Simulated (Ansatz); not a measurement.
# AlN: a vibration from a frozen displacement

Level of theory: DFT r2SCAN, scalar-relativistic, plane waves, PAW in Ansatz. Settings: plane waves to 500 eV, k-mesh 6×6×6 (Γ-centred), Gaussian smearing 0.05 eV. No spin polarisation. Energies are free energies at this smearing, counted from the undisturbed cell; pressure is positive in compression.

Zero of the scan (as given, not relaxed at this level; it stands at 0.3 GPa; this zinc-blende form isn't the usual structure):

```
Al N
1.0
     4.36799    0.00000    0.00000
     0.00000   -4.36799    0.00000
     0.00000    0.00000   -4.36799
Al N
4 4
Direct
  0.00000 0.50000 0.50000
  0.50000 0.00000 0.50000
  0.50000 0.50000 0.00000
  0.00000 0.00000 0.00000
  0.75000 0.75000 0.75000
  0.25000 0.25000 0.75000
  0.25000 0.75000 0.25000
  0.75000 0.25000 0.25000
```

Atom 1 (Al) is moved by x along the Cartesian unit vector (0.707, 0.707, 0.000); the cell and all other atoms stay fixed. The cell's volume is 83.34 Å³; the moved atoms weigh 26.982 u together and the others 136.973 u. Some rows repeat others by symmetry and weren't run.

| x (Å) | ΔE (meV/cell) | total force on the moved atoms along the move (eV/Å) | pressure (GPa) |
| --- | --- | --- | --- |
| -0.3000 | 1026.54 | 7.1985 | 3.6298 |
| -0.2500 | 701.52 | 5.8199 | 2.5726 |
| -0.2000 | 442.96 | 4.5369 | 1.7255 |
| -0.1500 | 246.52 | 3.3325 | 1.0784 |
| -0.1000 | 108.72 | 2.1879 | 0.6222 |
| -0.0500 | 27.05 | 1.0837 | 0.3512 |
| 0.0000 | 0.00 | 0.0000 | 0.2611 |
| 0.0500 | 27.05 | -1.0837 | 0.3512 |
| 0.1000 | 108.72 | -2.1879 | 0.6222 |
| 0.1500 | 246.52 | -3.3325 | 1.0784 |
| 0.2000 | 442.96 | -4.5369 | 1.7255 |
| 0.2500 | 701.52 | -5.8199 | 2.5726 |
| 0.3000 | 1026.54 | -7.1985 | 3.6298 |

Task: What frequency belongs to this motion?

Result: The force constant is k = −dF/dx = 21.674 eV/Å², from the parabola through x = -0.0500, 0 and 0.0500. In every cell the moved atoms swing against the rest, so the mass is μ = m₁m₂/(m₁ + m₂) = 22.541 u, and ν̃ = 521.5 cm⁻¹ × √(|k|/μ) = 511 cm⁻¹. The pattern needn't be a normal mode: ν̃² is then a weighted mean of the squared nonzero frequencies at the zone centre of this cell, taken without macroscopic field, so it lies between the lowest and the highest of them.

Task: How far does the harmonic law reach?

Result: At x = -0.300 Å, kx²/2 = 975.34 meV against the computed 1026.54 meV (+5.2 %): the well is still close to harmonic there.

Task: The pressure changes with x². What does that say about the frequency under compression?

Result: With E = k(V)x²/2, k ∝ V^(−2γ) and x scaling with the cell as V^(1/3), P − P0 = −∂E/∂V = (2γ − 2/3) ΔE/V. At x = 0.1000 Å, V(P − P0) = 83.34 × 0.36112 / 160.2 eV = 187.84 meV and ΔE = 108.72 meV, so γ = 1/3 + V(P − P0)/(2ΔE) = 1.20. This is the Grüneisen parameter of the motion under uniform scaling of the cell: shrinking the cell evenly by 1 % in volume raises the frequency by about 1.20 %.